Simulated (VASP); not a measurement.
# SiNi3 (Pm-3m) in VASP: reference runs

How does SiNi3 come out in PBE? The cell is run as given and disturbed.

Program: VASP 6.6.1. These are calculated values, not measurements. Logs are shortened: lines on timing, memory, paths and dates and some standing lists are left out, and cuts for length are marked.

## (1) The crystal as given

Symmetry: Pm-3m, No. 221, cubic system. Conventional cell: a = 3.542 Å, b = 3.542 Å, c = 3.542 Å, α = 90.00°, β = 90.00°, γ = 90.00°. Ni (site symmetry 4/mmm) is surrounded by 8 Ni at 2.50 Å and 4 Si at 2.50 Å. Si (site symmetry m-3m) is surrounded by 12 Ni at 2.50 Å.

## (2) Single point, PBE, collinear spin, ferromagnetic start

Contents of INCAR:

```
  ALGO = Normal
  EDIFF = 1E-7
  ENCUT = 520
  GGA = PE
  ISIF = 2
  ISMEAR = -1
  ISPIN = 2
  LASPH = True
  LCHARG = True
  LELF = True
  LMAXMIX = 4
  LORBIT = 11
  LREAL = False
  LVHAR = True
  LWAVE = False
  MAGMOM = 1 1 1 0
  NBANDS = 29
  NELM = 100
  PREC = Accurate
  SIGMA = 0.05
```

Contents of KPOINTS:

```
k-points
0
Gamma
  8 8 8
```

Contents of POSCAR:

```
SiNi3
1.0
    3.5420000000      0.0000000000      0.0000000000
    0.0000000000      3.5420000000      0.0000000000
    0.0000000000      0.0000000000      3.5420000000
Ni Si
3 1
Direct
    0.5000000000      0.5000000000      0.0000000000
    0.5000000000      0.0000000000      0.5000000000
    0.0000000000      0.5000000000      0.5000000000
    0.0000000000      0.0000000000      0.0000000000
```

Potentials or basis: VASP PAW PBE potentials, release 64 (Ni, Si).

On the command line:

```console
cat potpaw_PBE.64/Ni/POTCAR potpaw_PBE.64/Si/POTCAR > POTCAR
mpirun -np 1 vasp_std > vasp.out
```

OUTCAR:

```text
EDIFF = 1E-7
   ENCUT = 520
   GGA = PE
   ISIF = 2
   ISMEAR = -1
   ISPIN = 2
   LASPH = True
   LORBIT = 11
   LREAL = False
   NELM = 100
   PREC = Accurate

 ion  position               nearest neighbor table
   1  0.500  0.500  0.000-   2 2.50   3 2.50   4 2.50   2 2.50   3 2.50   2 2.50   4 2.50   2 2.50
                             3 2.50   4 2.50   3 2.50   4 2.50
   2  0.500  0.000  0.500-   1 2.50   3 2.50   4 2.50   1 2.50   4 2.50   1 2.50   3 2.50   1 2.50
                             3 2.50   4 2.50   4 2.50   3 2.50
   3  0.000  0.500  0.500-   1 2.50   2 2.50   4 2.50   1 2.50   4 2.50   2 2.50   4 2.50   4 2.50
                             1 2.50   2 2.50   1 2.50   2 2.50
   4  0.000  0.000  0.000-   1 2.50   2 2.50   3 2.50   2 2.50   3 2.50   1 2.50   3 2.50   3 2.50
                             1 2.50   2 2.50   2 2.50   1 2.50

  LATTYP: Found a simple cubic cell.
 ALAT       =     3.5420000000

  Lattice vectors:

 A1 = (   3.5420000000,   0.0000000000,   0.0000000000)
 A2 = (   0.0000000000,   3.5420000000,   0.0000000000)
 A3 = (   0.0000000000,   0.0000000000,   3.5420000000)

Analysis of symmetry for initial positions (statically):
=====================================================================
 Subroutine PRICEL returns:
 Original cell was already a primitive cell.

 Routine SETGRP: Setting up the symmetry group for a
 simple cubic supercell.

 Subroutine GETGRP returns: Found 48 space group operations
 (whereof 48 operations were pure point group operations)
 out of a pool of 48 trial point group operations.

The static configuration has the point symmetry O_h .

Analysis of symmetry for dynamics (positions and initial velocities):
=====================================================================
 Subroutine PRICEL returns:
 Original cell was already a primitive cell.

 Routine SETGRP: Setting up the symmetry group for a
 simple cubic supercell.

 Subroutine GETGRP returns: Found 48 space group operations
 (whereof 48 operations were pure point group operations)
 out of a pool of 48 trial point group operations.

The dynamic configuration has the point symmetry O_h .

Analysis of structural, dynamic, and magnetic symmetry:
=====================================================================
 Subroutine PRICEL returns:
 Original cell was already a primitive cell.

 Routine SETGRP: Setting up the symmetry group for a
 simple cubic supercell.

 Subroutine GETGRP returns: Found 48 space group operations
 (whereof 48 operations were pure point group operations)
 out of a pool of 48 trial point group operations.

The overall configuration has the point symmetry O_h .

 Subroutine INISYM returns: Found 48 space group operations
 (whereof 48 operations are pure point group operations),
 and found     1 'primitive' translations

----------------------------------------------------------------------------------------

                                     Primitive cell

  volume of cell :      44.4371

  direct lattice vectors                    reciprocal lattice vectors
     3.542000000  0.000000000  0.000000000     0.282326369  0.000000000  0.000000000
     0.000000000  3.542000000  0.000000000     0.000000000  0.282326369  0.000000000
     0.000000000  0.000000000  3.542000000     0.000000000  0.000000000  0.282326369

  length of vectors
     3.542000000  3.542000000  3.542000000     0.282326369  0.282326369  0.282326369

  position of ions in fractional coordinates (direct lattice)
     0.500000000  0.500000000  0.000000000
     0.500000000  0.000000000  0.500000000
     0.000000000  0.500000000  0.500000000
     0.000000000  0.000000000  0.000000000

  ion indices of the primitive-cell ions
   primitive index   ion index
                 1           1
                 2           2
                 3           3
                 4           4

----------------------------------------------------------------------------------------

 KPOINTS: k-points

Automatic generation of k-mesh.
 Grid dimensions read from file:
 generate k-points for:    8    8    8

 Generating k-lattice:

  Cartesian coordinates                     Fractional coordinates (reciprocal lattice)
     0.035290796  0.000000000  0.000000000     0.125000000  0.000000000  0.000000000
     0.000000000  0.035290796  0.000000000     0.000000000  0.125000000  0.000000000
     0.000000000  0.000000000  0.035290796     0.000000000  0.000000000  0.125000000

  Length of vectors
     0.035290796  0.035290796  0.035290796

  Shift w.r.t. Gamma in fractional coordinates (k-lattice)
     0.000000000  0.000000000  0.000000000

 Subroutine IBZKPT returns following result:
 ===========================================

 Found     35 irreducible k-points:

 Following reciprocal coordinates:
            Coordinates               Weight
  0.000000  0.000000  0.000000      1.000000
  0.125000  0.000000  0.000000      6.000000
  0.250000  0.000000  0.000000      6.000000
  0.375000  0.000000  0.000000      6.000000
  0.500000  0.000000  0.000000      3.000000
  0.125000  0.125000  0.000000     12.000000
[... 27 lines left out ...]
  0.500000  0.500000  0.375000      6.000000
  0.500000  0.500000  0.500000      1.000000
   k-points           NKPTS =     35   k-points in BZ     NKDIM =     35   number of bands    NBANDS=     29
   number of dos      NEDOS =    301   number of ions     NIONS =      4
   total plane-waves  NPLWV =  21952
   dimension x,y,z NGX =    28 NGY =   28 NGZ =   28
   dimension x,y,z NGXF=    56 NGYF=   56 NGZF=   56
   ions per type =               3   1
   NGX,Y,Z   is equivalent  to a cutoff of  13.14, 13.14, 13.14 a.u.
   NGXF,Y,Z  is equivalent  to a cutoff of  26.28, 26.28, 26.28 a.u.
 SYSTEM =  unknown system
   PREC   = accura    normal or accurate (medium, high low for compatibility)
   ISTART =      0    job   : 0-new  1-cont  2-samecut
   ICHARG =      2    charge: 1-file 2-atom 10-const
   ISPIN  =      2    spin polarized calculation?
   LNONCOLLINEAR =      F non collinear calculations
   LSORBIT =      F    spin-orbit coupling
   LASPH  =      T    aspherical Exc in radial PAW
   ENCUT  =  520.0 eV  38.22 Ry    6.18 a.u.   6.59  6.59  6.59*2*pi/ulx,y,z
   NELM   =    100;   NELMIN=  2; NELMDL= -5     # of ELM steps
   EDIFF  = 0.1E-06   stopping-criterion for ELM
   LREAL  =      F    real-space projection
   EDIFFG = 0.1E-05   stopping-criterion for IOM
   NSW    =      0    number of steps for IOM
   IBRION =     -1    ionic relax: 0-MD 1-quasi-New 2-CG
   NFREE  =      0    steps in history (QN), initial steepest desc. (CG)
   ISIF   =      2    stress and relaxation
   ISYM   =      2    0-nonsym 1-usesym 2-fastsym
   POTIM  = 0.5000    time-step for ionic-motion
   TEBEG  =    0.0;   TEEND  =   0.0 temperature during run
   PSTRESS=    0.0 pullay stress
   NELECT =      34.0000    total number of electrons
   NUPDOWN=      -1.0000    fix difference up-down
   EMIN   =  10.00;   EMAX   =-10.00  energy-range for DOS
   EFERMI =   0.00;   METHOD = LEGACY
   ISMEAR =    -1;   SIGMA  =   0.05  broadening in eV -4-tet -1-fermi 0-gaus
   EFERMI_NEDOS =   21; number of points for ismear=-14 and -15
   IALGO  =     38    algorithm
   IMIX   =      4    mixing-type and parameters
     AMIX     =   0.40;   BMIX     =  1.00
     AMIX_MAG =   1.60;   BMIX_MAG =  1.00
  volume/ion in A,a.u.               =      11.11        74.97
  Fermi-wavevector in a.u.,A,eV,Ry     =   1.497336  2.829555 30.504465  2.242015
  Thomas-Fermi vector in A             =   2.609237
   LORBIT       =     11    0 simple, 1 ext, 2 COOP (PROOUT), +10 PAW based schemes
   GGA     = PE    functional components
   LHFCALC =     F    Hartree Fock is set to
   AEXX    =    0.0000 exact exchange contribution
   IVDW    =     0    specifies the selected vdW correction
   LEPSILON=     F    determine dielectric tensor
   LRPA    =     F    only Hartree local field effects (RPA)
 spin polarized calculation
  energy-cutoff  :      520.00
  volume of cell :       44.44
 maximum number of plane-waves:      1222
 NGX is ok and might be reduce to    28
   NGX = 13   NGY = 13   NGZ = 13

 number of electron      33.9999988 magnetization      -0.0011370

 number of electron      33.9999988 magnetization       0.0001764

 Free energy of the ion-electron system (eV)
  ---------------------------------------------------
  ext. energy  EPLUGINS =         0.00000000
  ---------------------------------------------------
  free energy    TOTEN  =       -23.66255657 eV

  energy without entropy =      -23.64391036  energy(sigma->0) =      -23.65323346

 E-fermi :  10.2058     XC(G=0): -12.9308

 val. band max:       10.1429744288   @ k =   0.1250   0.1250   0.0000
 cond. band min:      10.2141409650   @ k =   0.5000   0.3750   0.3750
 fundamental gap:      0.0711665362
 Fermi energy:        10.2057711885

 spin component 1

 k-point     1 :       0.0000    0.0000    0.0000
  band No.  band energies     occupation
      1      -1.4822      1.00000
      2       5.5237      1.00000
      3       6.3342      1.00000
      4       6.3342      1.00000
      5       6.8303      1.00000
      6       6.8303      1.00000
[... 1087 lines left out ...]
      6       6.5994      1.00000
[... 21 lines left out ...]
     28      26.7978      0.00000
     29      31.2446      0.00000
 Fermi energy:        10.2057711885

 spin component 2

 k-point     1 :       0.0000    0.0000    0.0000
  band No.  band energies     occupation
      1      -1.4822      1.00000
      2       5.5237      1.00000
      3       6.3342      1.00000
      4       6.3342      1.00000
      5       6.8304      1.00000
      6       6.8304      1.00000
[... 1109 lines left out ...]
     28      26.7978      0.00000
     29      31.2459      0.00000

------------------------ aborting loop because EDIFF is reached ----------------------------------------

  FORCE on cell =-STRESS in cart. coord.  units (eV):
  Direction    XX          YY          ZZ          XY          YZ          ZX
  --------------------------------------------------------------------------------------
  -------------------------------------------------------------------------------------
  Total       -1.6478655     -1.6478655     -1.6478655     -0.0000000      0.0000000      0.0000000
  in kB      -59.4137113    -59.4137113    -59.4137113     -0.0000000      0.0000000      0.0000000
  external PRESSURE =     -59.4137113 kB  Pullay stress =       0.0000000 kB

 VOLUME and BASIS-vectors are now :
 -----------------------------------------------------------------------------
  energy-cutoff  :      520.00
  volume of cell :       44.44
      direct lattice vectors                 reciprocal lattice vectors
     3.542000000  0.000000000  0.000000000     0.282326369  0.000000000  0.000000000
     0.000000000  3.542000000  0.000000000     0.000000000  0.282326369  0.000000000
     0.000000000  0.000000000  3.542000000     0.000000000  0.000000000  0.282326369

 POSITION                                       TOTAL-FORCE (eV/Angst)
 -----------------------------------------------------------------------------------
      1.77100      1.77100      0.00000         0.000000      0.000000      0.000000
      1.77100      0.00000      1.77100         0.000000      0.000000      0.000000
      0.00000      1.77100      1.77100         0.000000      0.000000      0.000000
      0.00000      0.00000      0.00000         0.000000      0.000000      0.000000
 -----------------------------------------------------------------------------------
    total drift:                                0.000000      0.000000      0.000000

  FREE ENERGIE OF THE ION-ELECTRON SYSTEM (eV)
  ---------------------------------------------------
  free  energy   TOTEN  =       -23.6625565671 eV

  energy  without entropy=      -23.6439103557  energy(sigma->0) =      -23.65323346

 total charge

# of ion       s       p       d       tot
------------------------------------------
    1        0.471   0.539   8.394   9.404
    2        0.471   0.539   8.394   9.404
    3        0.471   0.539   8.394   9.404
    4        0.730   0.804   0.000   1.534
--------------------------------------------------
tot          2.143   2.421  25.183  29.746

 magnetization (x)

# of ion       s       p       d       tot
------------------------------------------
    1       -0.000  -0.000   0.000   0.000
    2       -0.000  -0.000   0.000   0.000
    3       -0.000  -0.000   0.000   0.000
    4       -0.000  -0.000   0.000  -0.000
--------------------------------------------------
tot         -0.000  -0.000   0.000   0.000
```

Run time: 70 s. Hardware: 1 thread of AMD EPYC 9R45 (Zen 5), shared host; peak memory 0.18 GiB.

Results:

* Free energy: -23.6626 eV
* Pressure: -5.9 GPa
* Band gap on the k mesh: none (metal or under the smearing width)
* Net moment: 0.00 μB per cell
* Valence electrons inside the program's atomic spheres: Ni 9.40; Si 1.53

## (3) Single point, PBE, collinear spin, ferromagnetic start (atoms moved at random, drawn with an rms of 0.05 Å)

Contents of INCAR:

```
SYSTEM = SiNi3
ALGO = Normal
EDIFF = 1E-7
ENCUT = 520
GGA = PE
ISIF = 2
ISMEAR = -1
ISPIN = 2
LASPH = .True.
LCHARG = .False.
LMAXMIX = 4
LORBIT = 11
LREAL = .False.
LWAVE = .False.
MAGMOM = 1 1 1 0
NBANDS = 29
NELM = 120
PREC = Accurate
SIGMA = 0.05
```

Contents of KPOINTS:

```
k-points
0
Gamma
  8 8 8
  0 0 0
```

Contents of POSCAR:

```
SiNi3
1.0
    3.5420000000      0.0000000000      0.0000000000
    0.0000000000      3.5420000000      0.0000000000
    0.0000000000      0.0000000000      3.5420000000
Ni Si
3 1
Direct
    0.4886370000      0.4838270000     -0.0015600000
    0.4930390000     -0.0013100000      0.5054280000
    0.0105450000      0.4973570000      0.4884480000
   -0.0037180000      0.0064040000      0.0020140000
```

Potentials or basis: VASP PAW PBE potentials, release 64 (Ni, Si).

On the command line:

```console
cat potpaw_PBE.64/Ni/POTCAR potpaw_PBE.64/Si/POTCAR > POTCAR
mpirun -np 1 vasp_std > vasp.out
```

Wall time 7.8 min (1 thread of AMD EPYC 9R45 (Zen 5), shared host); peak memory 0.49 GiB.

The run converged. Its results:

```
Free energy                                           : -23.6106 eV
Pressure                                              : -5.2 GPa
Largest force                                         : 0.846 eV/Å
Band gap on the k mesh                                : none (metal or under the smearing width)
Net moment                                            : 0.00 μB per cell
Valence electrons inside the program's atomic spheres : Ni 9.41; Si 1.54
```

Forces on the atoms (eV/Å):
```
Ni   0.506  0.463 -0.070
Ni   0.389 -0.338 -0.140
Ni  -0.784  0.130  0.290
Si  -0.111 -0.255 -0.080
```

Stress tensor (GPa, compression positive):
```
-5.24  0.07 -0.28
 0.07 -5.24  0.32
-0.28  0.32 -5.13
```

Levels at points of the mesh, in eV from the Fermi level:
Spin up:
| k point | band 14 | band 15 | band 16 | band 17 | band 18 | band 19 | band 20 | band 21 |
| --- | --- | --- | --- | --- | --- | --- | --- | --- |
| (0.00, 0.00, 0.00) | -0.60 | -0.50 | -0.24 | 0.01 | 0.02 | 0.02 | 4.53 | 6.17 |
| (0.50, 0.00, 0.00) | -1.17 | -1.08 | -0.54 | 0.02 | 3.44 | 3.48 | 5.01 | 5.20 |
| (0.00, 0.50, 0.00) | -1.17 | -1.06 | -0.54 | 0.02 | 3.45 | 3.47 | 5.01 | 5.21 |
| (0.00, 0.00, 0.50) | -1.15 | -1.04 | -0.54 | 0.02 | 3.48 | 3.49 | 4.98 | 5.19 |
| (0.50, 0.50, 0.00) | -1.25 | -1.09 | -0.95 | -0.89 | 0.61 | 0.62 | 5.38 | 6.21 |
| (0.00, 0.50, 0.50) | -1.31 | -1.07 | -0.95 | -0.86 | 0.62 | 0.62 | 5.37 | 6.21 |
| (0.50, 0.00, 0.50) | -1.28 | -1.08 | -0.95 | -0.89 | 0.61 | 0.62 | 5.29 | 6.31 |
| (0.50, 0.50, 0.50) | -1.19 | -1.19 | -0.37 | -0.21 | -0.20 | -0.17 | 1.07 | 3.88 |
Spin down:
```csv
k point,band 15,band 16,band 17,band 18,band 19,band 20
"(0.00, 0.00, 0.00)",-0.50,-0.24,0.01,0.02,0.02,4.53
"(0.50, 0.00, 0.00)",-1.08,-0.54,0.02,3.44,3.48,5.01
"(0.00, 0.50, 0.00)",-1.06,-0.54,0.02,3.45,3.47,5.01
"(0.00, 0.00, 0.50)",-1.04,-0.54,0.02,3.48,3.49,4.98
"(0.50, 0.50, 0.00)",-1.09,-0.95,-0.89,0.61,0.62,5.38
"(0.00, 0.50, 0.50)",-1.07,-0.95,-0.86,0.62,0.62,5.37
"(0.50, 0.00, 0.50)",-1.08,-0.95,-0.89,0.61,0.62,5.29
"(0.50, 0.50, 0.50)",-1.19,-0.37,-0.21,-0.20,-0.17,1.07
```
